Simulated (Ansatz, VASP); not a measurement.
Si: VASP beside Ansatz

The input INCAR:

```
SYSTEM = Si
ALGO = Normal
EDIFF = 1E-6
ENCUT = 520
GGA = CA
ISIF = 2
ISMEAR = 0
LASPH = .TRUE.
LCHARG = .FALSE.
LREAL = .FALSE.
LWAVE = .FALSE.
NBANDS = 11
NELM = 100
PREC = Accurate
SIGMA = 0.01
```

File KPOINTS:

```
k-points
0
G
  8 8 8
  0 0 0
```

POSCAR

```
Si
1.0
    0.0000000000      2.7507280000      2.7507280000
    2.7507280000      0.0000000000      2.7507280000
    2.7507280000      2.7507280000      0.0000000000
Si
2
Direct
    0.0000000000      0.0000000000      0.0000000000
    0.2500000000      0.2500000000      0.2500000000
```

Input for Ansatz:

```yaml
crystal:
  atoms:
  - position: [0.0, 0.0, 0.0]
    symbol: Si
  - position: [0.25, 0.25, 0.25]
    symbol: Si
  lattice:
  - [0.0, 2.750728, 2.750728]
  - [2.750728, 0.0, 2.750728]
  - [2.750728, 2.750728, 0.0]
hamiltonian:
  dispersion: none
  pseudopotentials:
    kind: all_electron
    lapw: {}
    relativity: scalar
  xc: lda
kpoints:
  mp_grid:
    grid: [8, 8, 8]
    shift: [0, 0, 0]
magnetization: {spin_polarized: false}
output: {forces: true, stress: true}
scf:
  occupations: {method: fixed}
```

Alike in both runs: task single point; functional LDA; k mesh 8 × 8 × 8; no spin polarisation.

|  | VASP | Ansatz |
| --- | --- | --- |
| version | VASP 6.6.1 | Ansatz 0.2 development build |
| potentials or method | VASP PAW LDA potentials, release 64 (Si) | all-electron full-potential LAPW, scalar-relativistic |
| plane-wave cutoff (eV) | 520 | see its input |
| occupations | gaussian, width 0.01 eV | fixed |

```tsv
	VASP	Ansatz	Ansatz less VASP
gap on the k mesh at the Fermi level (eV)	0.57	0.57	+0.003
pressure (GPa)	-4.7	-4.7	-0.07
```

Ansatz ran all-electron here, so the differences hold the error of VASP's frozen core and of both bases.

A k mesh can miss the band edges. A hybrid or GW would open this gap; LDA tends to underestimate it.
